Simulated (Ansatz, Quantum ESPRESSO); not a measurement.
# HfO2 (Fm-3m): modes at Γ and the response to a field

Which modes does HfO2 (Fm-3m) have at the zone centre?

Calculated with Quantum ESPRESSO 7.5; DFT LDA, scalar-relativistic, plane waves, JTH PAW pseudopotentials.

Most raw output is cut from this account.

### Step 1. The starting structure

The structure is cubic, space group Fm-3m (No. 225). The conventional cell has a = 5.115 Å, b = 5.115 Å, c = 5.115 Å, α = 90.00°, β = 90.00°, γ = 90.00°. Hf has 8 O at 2.21 Å nearest. O has 4 Hf at 2.21 Å nearest. Farther neighbours and most contacts between anions are not listed.

Coordinates:

```
CELL_PARAMETERS angstrom
-2.55750 0.00000 2.55750
0.00000 2.55750 2.55750
-2.55750 2.55750 0.00000
ATOMIC_POSITIONS crystal
Hf 0.00000 0.00000 0.00000
O 0.75000 0.75000 0.75000
O 0.25000 0.25000 0.25000
```

### Step 2. A probe with smearing

Before anything dear is run, a loose run with smearing shows whether this is a metal and how far the cell is from rest.

Contents of probe.in:

```
&control
   calculation = 'scf'
   prefix = 'x'
   outdir = './tmp'
   pseudo_dir = './pseudo'
   tprnfor = .true.
   tstress = .true.
   verbosity = 'high'
/
&system
   ibrav = 2
   celldm(1) = 9.66594913
   nat = 3
   ntyp = 2
   ecutwfc = 50.0
   ecutrho = 250.0
   occupations = 'smearing'
   smearing = 'gaussian'
   degauss = 0.01
/
&electrons
   conv_thr = 1.0d-07
   mixing_beta = 0.7
   electron_maxstep = 100
/
ATOMIC_SPECIES
 Hf    178.4900  Hf.upf
 O      15.9990  O.upf
ATOMIC_POSITIONS crystal
 Hf     0.000000000   0.000000000   0.000000000
 O      0.750000000   0.750000000   0.750000000
 O      0.250000000   0.250000000   0.250000000
K_POINTS automatic
 6 6 6 0 0 0
```

Command:

```sh
$ OMP_NUM_THREADS=1 mpirun -n 4 pw.x -nk 4 -in probe.in > probe.out
```

Wall time 2.3 s (4 MPI ranks of Arm Neoverse V2, shared host).

This step gave:

```yaml
volume_per_atom: 11.15 Å³
pressure: -19.97 GPa
gap_on_the_k_mesh: 3.523 eV
```

A gap of 3.5 eV opens on this mesh, so the crystal is taken as an insulator; the start stands at -20 GPa.

### Step 3. Relaxing the cell and atoms

Frequencies change by per cents with a per cent of volume, so the structure is first brought to rest at this level of theory.

Contents of relax.in:

```
&control
   calculation = 'vc-relax'
   prefix = 'x'
   outdir = './tmp'
   pseudo_dir = './pseudo'
   tprnfor = .true.
   tstress = .true.
   forc_conv_thr = 2.0d-05
   etot_conv_thr = 1.0d-07
   nstep = 40
/
&system
   ibrav = 2
   celldm(1) = 9.66594913
   nat = 3
   ntyp = 2
   ecutwfc = 50.0
   ecutrho = 250.0
   occupations = 'fixed'
   nbnd = 14
/
&electrons
   conv_thr = 1.0d-11
   mixing_beta = 0.7
   electron_maxstep = 100
/
&ions
/
&cell
   press_conv_thr = 0.1
/
ATOMIC_SPECIES
 Hf    178.4900  Hf.upf
 O      15.9990  O.upf
ATOMIC_POSITIONS crystal
 Hf     0.000000000   0.000000000   0.000000000
 O      0.750000000   0.750000000   0.750000000
 O      0.250000000   0.250000000   0.250000000
K_POINTS automatic
 6 6 6 0 0 0
```

Command:

```sh
$ OMP_NUM_THREADS=1 mpirun -n 4 pw.x -nk 4 -in relax.in > relax.out
```

Elapsed: 13 s, on 4 MPI ranks.

The steps of the relaxation:

| step | energy less that of the first step (eV) | largest force (eV/Å) | pressure (GPa) | volume (Å³) |
| --- | --- | --- | --- | --- |
| 1 | 0.0000 | 0.0000 | -19.88 | 33.46 |
| 2 | -0.1609 | 0.0000 | 6.60 | 30.18 |
| 3 | -0.1740 | 0.0000 | -0.88 | 30.93 |
| 4 | -0.1743 | 0.0000 | -0.03 | 30.84 |
| 5 | -0.1743 | 0.0000 | 0.00 | 30.84 |
| 6 | -0.1635 | 0.0000 | 0.07 | 30.84 |

```
conventional cell, symmetrised  before  after  change
                         a (Å)   5.115  4.978  -2.7 %
                         b (Å)   5.115  4.978  -2.7 %
                         c (Å)   5.115  4.978  -2.7 %
              volume (Å³/atom)   11.15  10.28  -7.8 %
```

Final coordinates:

```xyz
3
Lattice="-2.4890 0.0000 2.4890 0.0000 2.4890 2.4890 -2.4890 2.4890 0.0000" Properties=species:S:1:pos:R:3 pbc="T T T"
Hf    0.0000    0.0000    0.0000
O    -3.7336    3.7336    3.7336
O    -1.2445    1.2445    1.2445
```

The last row of the table of steps is pw.x's closing run on a basis chosen anew for the final cell, so its energy can jump.

Numbers from this step:

```yaml
volume_per_atom: 10.28 Å³
pressure: 0.065 GPa
gap_on_the_k_mesh: 3.730 eV
```

The volume changes by -7.8 % from the cell with which this run began.

### Step 4. Self-consistent run for the response

Perturbation theory inherits every error of the wavefunctions, so the threshold is set near the limit of the arithmetic. With a gap, occupations are fixed, which also allows the response to an electric field.

Contents of scf.in:

```
&control
   calculation = 'scf'
   prefix = 'x'
   outdir = './tmp'
   pseudo_dir = './pseudo'
   tprnfor = .true.
   tstress = .true.
/
&system
   ibrav = 2
   celldm(1) = 9.40720223
   nat = 3
   ntyp = 2
   ecutwfc = 50.0
   ecutrho = 250.0
   occupations = 'fixed'
   nbnd = 14
/
&electrons
   conv_thr = 1.0d-12
   mixing_beta = 0.7
   electron_maxstep = 100
/
ATOMIC_SPECIES
 Hf    178.4900  Hf.upf
 O      15.9990  O.upf
ATOMIC_POSITIONS crystal
 Hf     0.000000000   0.000000000   0.000000000
 O      0.750000000   0.750000000   0.750000000
 O      0.250000000   0.250000000   0.250000000
K_POINTS automatic
 8 8 8 0 0 0
```

Command:

```sh
$ OMP_NUM_THREADS=1 mpirun -n 4 pw.x -nk 4 -in scf.in > scf.out
```

It took 5.8 s on 4 MPI ranks; 23 s of CPU time.

This step gave:

```yaml
pressure: 0.063 GPa
```

The cell stands at 0.063 GPa, close enough for phonons.

### Step 5. Zone-centre response

At q = 0 one unit cell holds all displacements; symmetry groups them into irreducible representations that are solved one by one. The response to a field gives ε∞ and the Born charges, which polar modes need.

Contents of ph.in:

```
phonons
&inputph
   prefix = 'x'
   outdir = './tmp'
   fildyn = 'g.dyn'
   tr2_ph = 1.0d-18
   epsil = .true.
/
0.000000000 0.000000000 0.000000000
```

Command:

```sh
$ OMP_NUM_THREADS=1 mpirun -n 4 ph.x -nk 4 -in ph.in > ph.out
```

It took 87 s on 4 MPI ranks.

This step gave:

```
miss of the charge sum rule                                       : 0.001570 e
largest acoustic frequency at the zone centre before the sum rule : -0.53 cm⁻¹
highest optical zone-centre mode (no LO-TO term)                  : 608.5 cm⁻¹
lowest optical zone-centre mode                                   : 267.7 cm⁻¹
mean high-frequency dielectric constant                           : 5.303
largest Born charge in size (third of the trace)                  : 5.529 e
```

Born charge (rows field, columns displacement), before the sum rule (e), principal values of the symmetric part by kind of site:

```
atom  atoms with these values    low  middle   high   mean
 Hf1                        1   5.53    5.53   5.53   5.53
  O2                        2  -2.77   -2.77  -2.77  -2.77
```

In full for Hf1:

```
5.53 0.00 0.00
0.00 5.53 0.00
0.00 0.00 5.53
```

High-frequency dielectric tensor:

```
5.30 0.00 0.00
0.00 5.30 0.00
0.00 0.00 5.30
```

The acoustic modes at Γ come out as far as 0.5 cm⁻¹ from zero, where they should vanish, a small numerical error; the Born charges miss their sum rule by 0.0016 e, which is good.

### Step 6. Zone-centre analysis

A rigid shift of the crystal must cost nothing, but grids and finite bases break this; the acoustic sum rule is imposed before the matrix is diagonalised again. With Born charges the intensities follow, and the static dielectric tensor.

Contents of dynmat.in:

```
&input
   fildyn = 'g.dyn'
   asr = 'simple'
   fileig = 'dynmat.eig'
   lperm = .true.
/
```

Command:

```sh
$ dynmat.x -in dynmat.in > dynmat.out
```

The job ended after 0.47 s (1 thread).

Numbers from this step:

| Item | Value |
| --- | --- |
| mean static dielectric constant | 30.39 |

Unit eigenvectors of the mass-weighted matrix after the sum rule; no LO-TO term. The modes at Γ (shares of kinetic energy by element, %):

| mode | frequency (cm⁻¹) | symmetry | Hf % | O % |
| --- | --- | --- | --- | --- |
| 1 | 0.0 | acoustic | 85 | 15 |
| 2 | 0.0 | acoustic | 85 | 15 |
| 3 | 0.0 | acoustic | 85 | 15 |
| 4 | 267.7 | T1u | 15 | 85 |
| 5 | 267.7 | T1u | 15 | 85 |
| 6 | 267.7 | T1u | 15 | 85 |
| 7 | 608.5 | T2g | 0 | 100 |
| 8 | 608.5 | T2g | 0 | 100 |
| 9 | 608.5 | T2g | 0 | 100 |

Displacements in mode 6 (267.7 cm⁻¹), the largest set to 1:
```
Hf1 -0.01 -0.08 -0.18
O2   0.05  0.44  1.00
O3   0.05  0.44  1.00
```

Displacements in mode 7 (608.5 cm⁻¹), the largest set to 1:
```
Hf1  0.00  0.00  0.00
O2   0.00  0.00  1.00
O3   0.00  0.00 -1.00
```

Degenerate modes summed, no LO-TO term. Lines of the infrared spectrum (strongest = 100):

```
position (cm⁻¹)  lines merged  label  IR intensity, relative
            268             3    T1u                     100
            609             3    T2g                     0.0
```

Static dielectric tensor (ions relaxed, fixed cell):

```
30.39  0.00  0.00
 0.00 30.39  0.00
 0.00  0.00 30.39
```

The rule moves no optical mode by more than 0.1 cm⁻¹.

### Step 7. Modes along a direction of q (1 0 0)

A longitudinal polar mode sets up a macroscopic field that stiffens it; the term hangs on the direction from which q goes to zero.

Contents of dynmat.in:

```
&input
   fildyn = 'g.dyn'
   asr = 'simple'
   fileig = 'dynmat.eig'
   q(1) = 1.0
   q(2) = 0.0
   q(3) = 0.0
/
```

Command:

```sh
$ dynmat.x -in dynmat.in > dynmat.out
```

Run time: 0.47 s. Hardware: 1 thread.

This step gave:

```
highest mode moved by the LO-TO term : 640.8 cm⁻¹
```

Zone-centre frequencies as printed; negative means imaginary. Modes:

```
mode  frequency (cm⁻¹)
   1                 0
   2                 0
   3                 0
   4             267.7
   5             267.7
   6             608.5
   7             608.5
   8             608.5
   9             640.8
```

The field moves one mode, from 268 to 641 cm⁻¹; the others stay.

### Step 8. The same in Ansatz

The same cell goes through another code, with its own cutoff. The potentials differ. Its k mesh is centred on Γ.

This step: DFT LDA, scalar-relativistic, plane waves, PseudoDojo norm-conserving pseudopotentials (Ansatz 0.2.0).

Contents of input.yaml:

```yaml
crystal:
  lattice:
    - [-2.4890385184, 0.0, 2.4890385184]
    - [0.0, 2.4890385184, 2.4890385184]
    - [-2.4890385184, 2.4890385184, 0.0]
  atoms:
    - { symbol: Hf, position: [0.0, 0.0, 0.0] }
    - { symbol: O, position: [0.75, 0.75, 0.75] }
    - { symbol: O, position: [0.25, 0.25, 0.25] }
kpoints:
  mp_grid: { grid: [8, 8, 8] }
hamiltonian:
  xc: lda
  pseudopotentials: { kind: nc, accuracy: standard }
scf:
  occupations: { method: fixed }
output:
  eigenvalues: true
phonons:
  method: dfpt
  dielectric: true
  rigid_motions: translations
```

Command:

```sh
$ ansatz run input.yaml --threads 4 --pin off --max-ram 8192MiB --backend cpu --events-out ev --progress --plain --runs-dir out
```

It took 18 s on 4 threads; peak memory 1 GiB; 70 s of CPU time.

This step gave:

```yaml
gap_on_the_k_mesh: 3.772 eV
sum_rule_residual_before_enforcement: 3.32e-4 eV/Å²
miss_of_the_charge_sum_rule: 2.50e-5 e
highest_optical_zone_centre_mode_no_lo_to_term: 602.5 cm⁻¹
lowest_optical_zone_centre_mode: 248.4 cm⁻¹
mean_high_frequency_dielectric_constant: 5.231
largest_born_charge_in_size_third_of_the_trace: 5.541 e
mean_static_dielectric_constant: 34.50
highest_mode_moved_by_the_lo_to_term: 637.8 cm⁻¹
```

Transverse modes. Lines of the infrared spectrum (strongest = 100):

| position (cm⁻¹) | label | IR intensity ((D/Å)²/amu), degenerate modes summed, relative |
| --- | --- | --- |
| 248 | T1u | 100 |
| 602 | T2g | 0.0 |

### Step 9. The two compared: QE JTH and Ansatz, PseudoDojo

Worked out from the results:

| Quantity | Value |
| --- | --- |
| root-mean-square difference | 14.29 cm⁻¹ |
| largest difference | 19.3 cm⁻¹ |

Optical modes, paired by symmetry label. Frequencies side by side, by row:

```
q (reciprocal lattice)  mode  QE JTH (cm⁻¹)  Ansatz, PseudoDojo (cm⁻¹)
                 0 0 0     4          267.7                      248.4
                 0 0 0     5          267.7                      248.4
                 0 0 0     6          267.7                      248.4
                 0 0 0     7          608.5                      602.5
                 0 0 0     8          608.5                      602.5
                 0 0 0     9          608.5                      602.5
```

The two runs side by side. Further quantities:

| quantity | QE JTH | Ansatz, PseudoDojo |
| --- | --- | --- |
| mean ε∞ | 5.303 | 5.231 |
| largest Born charge in size (e; the first before, the second after the charge sum rule) | 5.529 | 5.541 |

At the zone centre the largest difference (acoustic modes at Γ apart) is 3 % of the highest mode, but 7 % of the mode at 268 cm⁻¹ on which it sits.

### Step 10. Outcome

```json
{
 "space group after relaxation": "Fm-3m",
 "volume per atom": "10.3 Å³",
 "gap on the k-mesh": "3.73 eV",
 "highest optical zone-centre mode (no LO-TO term)": "608.5 cm⁻¹",
 "lowest optical zone-centre mode": "267.7 cm⁻¹",
 "highest mode moved by the LO-TO term": "640.8 cm⁻¹",
 "mean high-frequency dielectric constant": "5.30",
 "largest Born charge in size (third of the trace)": "5.53 e",
 "mean static dielectric constant": "30.4",
 "imaginary optical modes at the zone centre (no q mesh in this session)": "none",
 "largest difference from Ansatz, PseudoDojo": "19.3 cm⁻¹"
}
```

In words: At the LDA level the optical modes of HfO2 (Fm-3m) at the zone centre (no LO-TO term) run from 268 to 609 cm⁻¹. Along the directions run, the highest mode that the macroscopic field moves lies at 641 cm⁻¹. Lattice motion raises the mean dielectric constant from 5.303 to 30.39. The Born charge of O is -2.765 e against a formal charge of -2: displacements drive charge along the bonds, a mark of mixed ionic and covalent bonding and of large LO-TO splittings. Of the 6 optical modes, 3 are infrared active alone and 3 are Raman active alone; inversion symmetry keeps the two sets apart. QE JTH and Ansatz, PseudoDojo differ by 14.3 cm⁻¹ in the root mean square and by 19.3 cm⁻¹ at most, 3.2 % of the highest mode compared (acoustic modes at Γ left out); the two use different potentials, and the cell was not relaxed for the second set. Left out of this account: BLYP with GBRV ultrasoft, since it is gradient-corrected and no frozen-mode check or second program bears its response out; PBE with GBRV ultrasoft, since it is gradient-corrected and no frozen-mode check or second program bears its response out; PBEsol with GBRV ultrasoft, since it is gradient-corrected and no frozen-mode check or second program bears its response out; vdW-DF2 with PseudoDojo NC, since it is gradient-corrected and no frozen-mode check or second program bears its response out. What is said of the levels holds for those shown. These are harmonic frequencies at zero temperature: anharmonic shifts and linewidths and thermal expansion are left out. Spin-orbit coupling is left out, which can matter for the heavy elements here.

[Host names and launcher messages were left out of these logs when they were recorded.]

[Logs are printed without paths, hosts, clocks, repeated set-up lines and the standing remarks that a program may print on its own settings, such as how far it seeks lower states.]

[Hosts, paths, dates, database ids (printed as entryN), source tags and the programs' standing remarks are cut or masked in the printed files.]
